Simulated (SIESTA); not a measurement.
CdO (Monteponite):

```
Cd O
1.0
     0.00000    2.34950    2.34950
     2.34950    0.00000    2.34950
     2.34950    2.34950    0.00000
Cd O
1 1
Direct
  0.00000 0.00000 0.00000
  0.50000 0.50000 0.50000
```

Base run:

| Item | Value |
| --- | --- |
| Program | SIESTA 5.4.2 |
| Functional | LDA |
| Potentials or basis | PseudoDojo 0.4 standard (LDA files) |
| Basis | DZP (energy shift 0.002 Ry) |
| Grid cutoff | 800 Ry |
| Energy shift | 0.002 Ry |
| k mesh | 10 × 10 × 10 |
| Occupations | fermi-dirac, width 0.05 eV |
| Spin | no spin polarisation |

Its results: band gap on the k mesh none (metal or under the smearing width); pressure -5.1 GPa.

Q: The run is repeated on the same cell with these changes: functional from LDA to vdW-DF-cx; potentials or basis from PseudoDojo 0.4 standard (LDA files) to PseudoDojo 0.4 standard (PBE files). What comes out?

A: Band gap on the k mesh none (metal or under the smearing width); pressure 1.7 GPa.

Caveats: semicore shells carry a single zeta, which can move pressures by several GPa and volumes by a few percent; the basis of atomic orbitals isn't converged, which shifts pressures, moduli and gaps; the potentials were made for another functional, which shifts forces and pressure (some runs).
